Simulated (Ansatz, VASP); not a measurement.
# GaN in two plane-wave programs, part 2 of 2

Wanted: the spread between two codes on one cell, functional and k mesh. The cell is taken from a series of VASP runs on this material, whose earlier steps may have relaxed, scaled or displaced it; both programs get it as it stands. Other levels of theory on this material are compared in a session of their own.

VASP 6.6.1 and Ansatz 0.2.0.

So far. Step 2 (VASP: band structure, PBEsol, spin-orbit coupling): The run ends at a pressure of -1.52 GPa.

## 3. Ansatz: band structure, PBEsol, spin-orbit coupling

Level of this step: Ansatz beside VASP: Kohn-Sham DFT, plane waves, PBEsol, spin-orbit coupling (Ansatz).

Ansatz runs on its fully relativistic PAW (standard-fr) files.

The same cell, functional, mesh and smearing now go to Ansatz, which takes its cutoff from its data sets.

The input, input.yaml:

```yaml
crystal:
  lattice:
    - [0.0, 2.253501, 2.253501]
    - [2.253501, 0.0, 2.253501]
    - [2.253501, 2.253501, 0.0]
  atoms:
    - { symbol: Ga, position: [0.0, 0.0, 0.0] }
    - { symbol: "N", position: [0.25, 0.25, 0.25] }
hamiltonian:
  xc: pbesol
  pseudopotentials: { kind: paw_fr }
magnetization:
  noncollinear: true
  spin_orbit: true
kpoints:
  mp_grid: { grid: [10, 10, 10] }
  band_path:
    path:
      - [0.0, 0.0, 0.0]
      - [0.16667, 0.0, 0.16667]
      - [0.33333, 0.0, 0.33333]
      - [0.5, 0.0, 0.5]
      - [0.5, 0.08333, 0.58333]
      - [0.5, 0.18333, 0.68333]
      - [0.5, 0.25, 0.75]
      - [0.45, 0.3, 0.75]
      - [0.40833, 0.34167, 0.75]
      - [0.35, 0.35, 0.7]
      - [0.225, 0.225, 0.45]
      - [0.075, 0.075, 0.15]
      - [0.03333, 0.03333, 0.03333]
      - [0.23333, 0.23333, 0.23333]
      - [0.4, 0.4, 0.4]
      - [0.51667, 0.46667, 0.51667]
      - [0.55833, 0.38333, 0.55833]
      - [0.60833, 0.28333, 0.60833]
      - [0.60833, 0.25, 0.64167]
      - [0.55833, 0.25, 0.69167]
      - [0.51667, 0.25, 0.73333]
      - [0.5, 0.3, 0.7]
      - [0.5, 0.38333, 0.61667]
      - [0.5, 0.48333, 0.51667]
      - [0.475, 0.475, 0.55]
      - [0.425, 0.425, 0.65]
      - [0.38333, 0.38333, 0.73333]
      - [0.59167, 0.18333, 0.59167]
      - [0.55, 0.1, 0.55]
      - [0.5, 0.0, 0.5]
    npoints: 1
scf:
  occupations: { method: gaussian, width: 0.02 }
  n_extra_bands: 14
output:
  forces: true
  stress: true
  eigenvalues: true
```

Run with:

```sh
$ ansatz run input.yaml --threads 2 --pin off --max-ram 4608MiB --backend cpu --events-out ev --progress --plain --runs-dir out
```

Numbers of over 12 decimals in the logs are rounded to 6 here.

Log:

```text
scf.n_extra_bands = 14 over 18 filled bands (N_el = 18.0): the run solves 32 bands
Engine: ansatz 0.2.0, x86_64-unknown-linux-gnu
Pseudopotentials: kind: paw_fr
Pseudopotential: Ga, paw_fr, valence charge 13, recommended cutoff 420 eV (normal), Ga.paw.azcp#standard-fr
Pseudopotential: N, paw_fr, valence charge 5, recommended cutoff 420 eV (normal), N.paw.azcp#standard-fr
Functional definition: PBEsol
  exchange = pbesol_x
  correlation = pbesol_c
non-collinear run that drives no moment, with spin-orbit: no starting moment large enough to seed its density (crystal.atoms[].spin), no starting occupations that ask for one, no magnetisation constraint and no magnetic field, so the semilocal B_xc is pinned to zero
Crystal: 2 atoms, lattice volume = 22.888 Å³
Basis set: ecut = 420 eV, 459 PW (Γ), exchange–correlation on 48×48×48 points (8 copies of the dense FFT grid, shifted against one another)
Bands: 32, of which v1, the nominal top of the filled ones, is band 18 counted from 1 (17 counted from 0)
Symmetry: 24 space group operations + 24 with time reversal
Magnetic group: BNS 216.75 (UNI 1577), of the structure as read, at distance tolerance 2.8e-5 Å
k-points: 47 of 1000 (time reversal used)
Projection manifold: j_resolved (fully-relativistic pseudo-atomic orbitals)
Non-local potential: Ga, projectors of the file, l = 0: 2, l = 1: 4, l = 2: 6, l = 3: 2
Non-local potential: N, projectors of the file, l = 0: 2, l = 1: 4, l = 2: 2
PAW form: soft (Blöchl's): semilocal exchange-correlation on the pseudo side does not see the compensation charge
PAW frozen core: Ga, regenerated for the run's functional, and the local potential with it (the file was generated under x = pbe(κ = 0.804, μ = 0.219515), c = pbe(β = 0.066725))
PAW frozen core: N, regenerated for the run's functional, and the local potential with it (the file was generated under x = pbe(κ = 0.804, μ = 0.219515), c = pbe(β = 0.066725))
PAW one-centre angular grid: Ga, 590 points (default); XC on 64 Gauss nodes
PAW one-centre angular grid: N, 110 points (default); XC on 64 Gauss nodes
Initial density: superposition of atomic densities (chi_scale 0.1, normalization cell, long waves kept (reshape's long-wave potential 0.00 eV rms))
Initial wavefunctions: pseudopotential atomic-orbital guess
Functional: x = pbesol(κ = 0.804, μ = 0.123457), c = pbesol(β = 0.046)
SCF iter   1: F=—  HF=-4123.459360 eV  |F-HF|=—  |Δ(HF+E_count)|=         —  Δρ=9.45e-2  dr2=1.94e0  dr2_m=0.00e0 (ungated)  ethr=3.10e-3  |M|=0.00e0 ∫|m|=0.00e0 μB  |m|>n=0.0e0 m-floor=0.0e0 τ_xc=0.0e0  β_m=0.30  ⟨swp⟩=6.0  Hψ=8968  notcnv=0  defer=107
preconditioner: auto → none  [insulator: Δε(μ)=2.447 eV  Ē_g=23.229 eV  σ=0.020 eV  W_gap=1.00  n_scr=8 (ndim 8)  ℏωp=32.9 eV  f_vac=0.000  D(μ)=0.00/eV (n_scr^D=0)  ε∞_Penn≈3.0]
SCF iter   2: F=—  HF=-4122.958613 eV  |F-HF|=—  |Δ(HF+E_count)|=   5.01e-1  Δρ=4.47e-2  dr2=2.28e-1  dr2_m=0.00e0 (ungated)  ethr=3.10e-3  |M|=0.00e0 ∫|m|=0.00e0 μB  |m|>n=0.0e0 m-floor=0.0e0 τ_xc=0.0e0  β_m=0.36  ⟨swp⟩=2.3  Hψ=2591  notcnv=0  defer=344
SCF iter   3: F=—  HF=-4122.918539 eV  |F-HF|=—  |Δ(HF+E_count)|=   4.01e-2  Δρ=2.24e-2  dr2=4.85e-2  dr2_m=0.00e0 (ungated)  ethr=1.27e-3  |M|=0.00e0 ∫|m|=0.00e0 μB  |m|>n=0.0e0 m-floor=0.0e0 τ_xc=0.0e0  β_m=0.52  ⟨swp⟩=2.0  Hψ=1442  notcnv=0  defer=344
SCF iter   4: F=—  HF=-4122.911570 eV  |F-HF|=—  |Δ(HF+E_count)|=   6.97e-3  Δρ=3.53e-3  dr2=1.32e-3  dr2_m=0.00e0 (ungated)  ethr=2.69e-4  |M|=0.00e0 ∫|m|=0.00e0 μB  |m|>n=0.0e0 m-floor=0.0e0 τ_xc=0.0e0  β_m=0.47  ⟨swp⟩=2.8  Hψ=2044  notcnv=0  defer=344
SCF iter   5: F=—  HF=-4122.910985 eV  |F-HF|=—  |Δ(HF+E_count)|=   5.85e-4  Δρ=5.69e-4  dr2=2.81e-5  dr2_m=0.00e0 (ungated)  ethr=7.31e-6  |M|=0.00e0 ∫|m|=0.00e0 μB  |m|>n=0.0e0 m-floor=0.0e0 τ_xc=0.0e0  β_m=0.74  ⟨swp⟩=2.0  Hψ=2298  notcnv=0  defer=344
SCF iter   6: F=—  HF=-4122.911011 eV  |F-HF|=—  |Δ(HF+E_count)|=   2.67e-5  Δρ=5.44e-5  dr2=3.96e-7  dr2_m=0.00e0 (ungated)  ethr=1.56e-7  |M|=0.00e0 ∫|m|=0.00e0 μB  |m|>n=0.0e0 m-floor=0.0e0 τ_xc=0.0e0  β_m=0.79  ⟨swp⟩=2.0  Hψ=1755  notcnv=0  defer=344
SCF iter   7: F=-4122.911011 eV  HF=-4122.911011 eV  |F-HF|=6.55e-11  |Δ(HF+E_count)|=   4.68e-8  Δρ=5.01e-6  dr2=2.51e-9  dr2_m=0.00e0 (ungated)  ethr=5.56e-10  |M|=0.00e0 ∫|m|=0.00e0 μB  |m|>n=0.0e0 m-floor=0.0e0 τ_xc=0.0e0  ⟨swp⟩=9.0  Hψ=7445  notcnv=0
SCF 1 converged in 7 iterations: F = -4122.911011 eV  dr2 = 2.51e-9
  greatest PAW one-centre occupation: 0.995 electrons in one spin orbital (limit 2), on the Ga atom at site 0 (counted from 0), in its partial waves of l = 2
NSCF: frozen V_eff on 30 k-points
SCF converged after 7 iterations
Magnetization: |M| = 0.0000 μB,  M = (+0.0000, +0.0000, +0.0000) μB
Absolute magnetization: 0.0000 μB (∫|m|)
  site 0: m = (+0.0000, +0.0000, +0.0000) μB, |m| = 0.0000 μB  (R = 0.81 Å)
  site 1: m = (+0.0000, +0.0000, +0.0000) μB, |m| = 0.0000 μB  (R = 0.81 Å)
Free energy (F): -4122.911011 eV
Harris-Foulkes:  -4122.911011 eV  (|F-HF|=6.55e-11)
Internal energy: -4122.911011 eV  (E = F + TS)
E sigma→0 (E₀):  -4122.911011 eV
Fermi energy:    10.343718 eV
--- Per-component energies (eV) ---
  E_band       = -8.213383
  E_kinetic    = 246.441447
  E_local      = -1949.878981  (includes V_loc(G=0)·N_el)
  E_nonlocal   = 475.534606
  E_hartree    = 895.290337
  E_xc         = -127.619242
  E_vxc        = -133.762626  (∫ρ·V_xc dr)
  E_paw        = -2076.138636  (= ΣΔE_a)
  E_vpaw       = -437.129521  (= ΣTr[D̂ρ^β])
  E_aug_tail   = 0.000131  (compensation charges beyond the density's cutoff)
  E_ewald      = -1587.434678
  E_core_change = 0.894004  (= ΣΔE_core)
  E_smearing   = -0.000000  (= −TS)
  E_closure    = -0.000000  (closes the sum)
  Σ components = -4122.911011   (vs F -4122.911011, Δ=0.00e0)
--- Forces (eV/Å), atoms counted from 1 ---
  atom   1  Ga     0.00000000    -0.00000000    -0.00000000
  atom   2  N     -0.00000000     0.00000000     0.00000000
  max |Σ_I F_I| component: 9.25e-18 eV/Å
--- Stress (GPa, compression-positive) ---
       -1.130372      -0.000000      -0.000000
       -0.000000      -1.130372       0.000000
       -0.000000       0.000000      -1.130372
  P = ⅓ Tr σ = -1.1304 GPa (-11.304 kbar)
--- Band table (eV; the first three rows and the last of 47) ---
  k-point 0: bands = [... 14 lower, 9.5131, 9.5131, 9.5131, 9.5131, 11.1741, 11.1741, 19.4915, 19.4915, ... 10 higher]
  k-point 1: bands = [... 14 lower, 9.3967, 9.3967, 9.4036, 9.4104, 12.0395, 12.0395, 19.1767, 19.1767, ... 10 higher]
  k-point 2: bands = [... 14 lower, 9.1281, 9.1281, 9.1384, 9.1491, 13.1108, 13.1108, 18.4224, 18.4224, ... 10 higher]
  k-point 46: bands = [... 14 lower, 5.8344, 5.8644, 5.9035, 5.9249, 15.2255, 15.2302, 17.6539, 17.6618, ... 10 higher]
```

Wall time 3 s (2 threads of AMD EPYC 9R14 (Zen 4), shared host); peak memory 0.47 GiB.

The column dr2 measures how far the density is from self-consistency, as an energy; F and HF (Harris–Foulkes) agree once it is small.

## 4. Comparison

Known differences besides the potentials themselves: spin-orbit coupling enters by fully relativistic files in Ansatz and inside the spheres in VASP; the cutoff is 420 eV in Ansatz and 520 eV in VASP; Ansatz makes its cores anew for this functional, VASP keeps those of its PBE data sets. Total energies have different zeros and are not compared.

Compared:

| quantity | Ansatz | VASP | difference |
| --- | --- | --- | --- |
| pressure (GPa) | -1.13 | -1.52 | +0.39 |
| pressure without Ansatz's Pulay correction (GPa) | -1.65 | -1.52 | -0.13 |
| gap over the path points (eV) | 1.661 | 1.679 | -0.018 |

Levels at points of the path, from each program's valence-band top (eV; 6 filled, then empty):

| k (reciprocal lattice) | Ansatz | VASP |
| --- | --- | --- |
| 0.000 0.000 0.000 | -0.01 -0.01 0.00 0.00 0.00 0.00 1.66 1.66 9.98 9.98 | -0.01 -0.01 0.00 0.00 0.00 0.00 1.68 1.68 9.98 9.98 |
| 0.167 0.000 0.167 | -2.15 -2.15 -0.82 -0.82 -0.79 -0.79 3.79 3.79 8.34 8.34 | -2.15 -2.15 -0.82 -0.82 -0.79 -0.79 3.80 3.80 8.34 8.34 |
| 0.333 0.000 0.333 | -4.69 -4.69 -2.17 -2.17 -2.13 -2.13 4.12 4.12 6.88 6.88 | -4.69 -4.69 -2.17 -2.17 -2.13 -2.13 4.12 4.12 6.89 6.89 |
| 0.500 0.000 0.500 | -6.18 -6.18 -2.76 -2.76 -2.71 -2.71 3.22 3.22 6.56 6.56 | -6.18 -6.18 -2.76 -2.76 -2.72 -2.72 3.22 3.22 6.56 6.56 |
| 0.500 0.083 0.583 | -6.10 -6.09 -3.04 -3.00 -2.98 -2.96 3.81 3.83 6.96 6.96 | -6.10 -6.09 -3.04 -3.00 -2.98 -2.96 3.81 3.83 6.97 6.97 |
| 0.500 0.183 0.683 | -5.84 -5.84 -3.61 -3.57 -3.54 -3.53 5.46 5.47 8.00 8.01 | -5.85 -5.84 -3.61 -3.57 -3.54 -3.53 5.46 5.47 8.01 8.02 |
| 0.500 0.250 0.750 | -5.75 -5.74 -3.77 -3.75 -3.70 -3.67 6.11 6.11 8.34 8.35 | -5.75 -5.75 -3.77 -3.75 -3.71 -3.67 6.11 6.12 8.35 8.36 |
| 0.450 0.300 0.750 | -5.82 -5.81 -4.12 -4.07 -3.05 -3.00 5.71 5.71 8.07 8.07 | -5.82 -5.82 -4.12 -4.07 -3.05 -3.01 5.71 5.72 8.07 8.08 |
| 0.408 0.342 0.750 | -5.90 -5.89 -4.30 -4.25 -2.41 -2.39 5.08 5.09 7.84 7.85 | -5.90 -5.90 -4.30 -4.25 -2.41 -2.39 5.09 5.10 7.85 7.86 |
| 0.350 0.350 0.700 | -5.91 -5.90 -4.44 -4.39 -1.99 -1.99 5.31 5.31 7.85 7.86 | -5.92 -5.91 -4.44 -4.40 -1.99 -1.99 5.31 5.32 7.86 7.86 |

Among the levels compared at these points, filled levels agree within 6 meV and empty ones within 18 meV. Ansatz's pressure holds a Pulay correction of 0.52 GPa; VASP's holds none.

## 5. Summary of results

```json
{"difference in gap over the path points (band structure, PBEsol, spin-orbit coupling)": "-0.018 eV"}
```

The difference in gap over the path points is -0.018 eV (band structure, PBEsol, spin-orbit coupling), within the 0.08 eV picked in this series as the mark of a large difference. 4 further runs of this series are not shown here. How closely two codes agree says nothing of how well the functional describes the real material.

[Lines on the potential files, build, host, timing and source positions are cut from VASP's logs without a mark.]

[Logs are printed without paths, hosts, clocks, repeated set-up lines and the standing remarks that a program may print on its own settings, such as how far it seeks lower states.]

[Hosts, paths, dates, database ids (printed as entryN), source tags and the programs' standing remarks are cut or masked in the printed files.]
